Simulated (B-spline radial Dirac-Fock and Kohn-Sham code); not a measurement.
**The Cr-like isoelectronic sequence (24 electrons), Z = 47 to 62**

These are calculated numbers from a radial atomic solver; the model is relaxed Dirac-Fock hole states (ΔSCF) with Breit and QED corrections and a finite nucleus. Binding energies in eV, tabulated ground configurations ([Ar] 3d6 throughout). Correlation and solid-state effects are left out.

| ion | 1s | 2s | 2p1/2 | 3s | outermost level | NIST ionisation energy |
| --- | --- | --- | --- | --- | --- | --- |
| Ag²³⁺ | 26404.7 | 4683.3 | 4400.5 | 1485.2 | 1157.0 (3d) | 1149 ± 4 |
| Cd²⁴⁺ | 27659.5 | 4950.7 | 4659.7 | 1586.7 | 1244.7 (3d) | 1237 ± 4 |
| In²⁵⁺ | ? | ? | ? | ? | ? | ? |
| Sn²⁶⁺ | 30266.2 | 5510.4 | 5202.8 | 1800.0 | 1429.1 (3d) | 1421 ± 4 |
| Sb²⁷⁺ | 31618.7 | 5803.0 | 5486.8 | 1911.9 | 1525.9 (3d) | 1518 ± 4 |
| Te²⁸⁺ | 33004.3 | 6104.0 | 5779.3 | 2027.4 | 1625.8 (3d) | 1618 ± 4 |
| I²⁹⁺ | 34423.4 | 6413.7 | 6080.3 | 2146.4 | 1728.7 (3d) | 1720 ± 4 |
| Xe³⁰⁺ | 35876.2 | 6732.0 | 6389.9 | 2269.0 | 1834.8 (3d) | 1826 ± 4 |
| Cs³¹⁺ | 37363.1 | 7059.2 | 6708.2 | 2395.2 | 1943.8 (3d) | 1936 ± 4 |
| Ba³²⁺ | 38884.4 | 7395.3 | 7035.4 | 2525.1 | 2056.0 (3d) | 2047 ± 4 |
| La³³⁺ | 40440.5 | 7740.4 | 7371.4 | 2658.7 | 2171.2 (3d) | 2162 ± 5 |
| Ce³⁴⁺ | 42031.6 | 8094.6 | 7716.4 | 2796.1 | 2289.6 (3d) | 2280 ± 5 |
| Pr³⁵⁺ | 43658.2 | 8458.1 | 8070.6 | 2937.1 | 2410.9 (3d) | 2400 ± 5 |
| Nd³⁶⁺ | 45320.6 | 8830.9 | 8434.0 | 3082.0 | 2535.4 (3d) | 2525 ± 5 |
| Pm³⁷⁺ | 47019.2 | 9213.1 | 8806.7 | 3230.7 | 2663.0 (3d) | 2652 ± 4 |
| Sm³⁸⁺ | 48754.3 | 9604.9 | 9188.9 | 3383.2 | 2793.6 (3d) | 2782 ± 4 |

**Question.** Fill in the row of In²⁵⁺.

**Answer.** 1s 28946.6, 2s 5226.4, 2p1/2 4927.1, 3s 1691.6, outermost 1335.3 (3d), NIST 1328 ± 4 eV.

NIST's values are for the lowest levels; a dash marks a value that is missing or belongs to another shell. Their kind here: theoretical. Where a p, d or f shell is open in either ion the computed value averages over both j values and all terms, while the table refers to the lowest levels; that difference holds spin-orbit splitting (largest in heavy or highly charged ions), term energies where several electrons share open shells, and correlation, and it can reach 10 % or more.
